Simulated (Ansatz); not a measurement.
# Moving spin-orbit coupling in Ir

It takes space group Fm-3m (No. 225, cubic). The conventional cell has a = 3.831 Å, b = 3.831 Å, c = 3.831 Å, α = 90.00°, β = 90.00°, γ = 90.00°. Ir (site symmetry m-3m) has 12 Ir at 2.71 Å as nearest neighbours.

Kept alike: task band structure; functional PBEsol; k mesh 12 × 12 × 12; occupations fermi-dirac, width 0.05 eV. Program: Ansatz, Ansatz PAW, cutoff 420 eV. The mesh is that of the run's cell of 1 atom.

| spin-orbit coupling | pressure (GPa) |
| --- | --- |
| off | -0.68 |
| on | -0.05 |

Pressure is positive in compression, with a Pulay correction for the finite cutoff. For a metal such a mesh leaves the last digits unconverged. All rows use potentials made for PBE.

What does spin-orbit coupling change here?

The pressure runs from -0.68 (off) to -0.05 GPa (on).
